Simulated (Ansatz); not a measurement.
## What a trial cell of BAs2 relaxes into

Computed with DFT PBE, scalar-relativistic, plane waves, PAW (Ansatz 0.2.0). Cutoff 420 eV, Γ-centred k mesh, Gaussian smearing, no spin polarisation in the final step.

The start puts BAs2 on the 3R molybdenite structure type (R3m, No. 160), with B in place of Mo, As in place of S, at a guessed volume.

```yaml
crystal:
  lattice:
    - [1.49584, 0.86362, 5.79165]
    - [-1.49584, 0.86362, 5.79165]
    - [0.00000, -1.72724, 5.79165]
  atoms:
    - { symbol: B, position: [0.00000, 0.00000, 0.00000] }
    - { symbol: As, position: [0.74840, 0.74840, 0.74840] }
    - { symbol: As, position: [0.58490, 0.58490, 0.58490] }
```

Cell and atoms relax at zero pressure; the relaxation can't lower the symmetry of the start. After a coarse first stage the cell is made exact in the group found at 0.06 Å.

The zero of energy is the elements' standard structures at the same level; no fitted shifts are applied.

(1) What does it relax into?

(2) What are its volume, energy, density and gap?

Answers

(1) It keeps R3m (No. 160). The result has the 3R molybdenite structure. Conventional cell: a = 3.226 Å, c = 17.449 Å. Around B lie 6 As at 2.25–2.26 Å; around As on Wyckoff site a (1 atom of the primitive cell) lie 3 B at 2.25 Å and 1 As at 2.54 Å; around As on Wyckoff site a (1 atom of the primitive cell) lie 3 B at 2.26 Å and 1 As at 2.54 Å.

```cif
data_structure
_symmetry_space_group_name_H-M 'R3m:H'
_symmetry_Int_Tables_number 160
_cell_length_a 3.2257
_cell_length_b 3.2257
_cell_length_c 17.4488
_cell_angle_alpha 90.000
_cell_angle_beta 90.000
_cell_angle_gamma 120.000
_cell_volume 157.24
loop_
_atom_site_label
_atom_site_type_symbol
_atom_site_symmetry_multiplicity
_atom_site_Wyckoff_symbol
_atom_site_fract_x
_atom_site_fract_y
_atom_site_fract_z
_atom_site_occupancy
B1 B 3 a 0.66667 0.33333 0.33306 1
As1 As 3 a 0.00000 0.00000 0.26070 1
As2 As 3 a 0.33333 0.66667 0.07294 1
```

(2) The volume per atom is 17.5 Å³, the density is 5.1 g/cm³ and the energy over the elements is 0.53 eV/atom. The gap on the 18×18×18 mesh is 0 eV (a metal).

The final run used a 18×18×18 mesh on its 3-atom cell and 0.10 eV smearing. The k mesh leaves about 4 meV/atom of noise in metals. Weakly bound directions are ill-defined at this level, which has no dispersion term. A structure relaxed within its symmetry needn't be a true minimum.

Cost: 3 runs of about 5.9 core-minutes in all, on Intel Xeon Platinum 8259CL (Skylake/Cascade Lake) (shared hosts).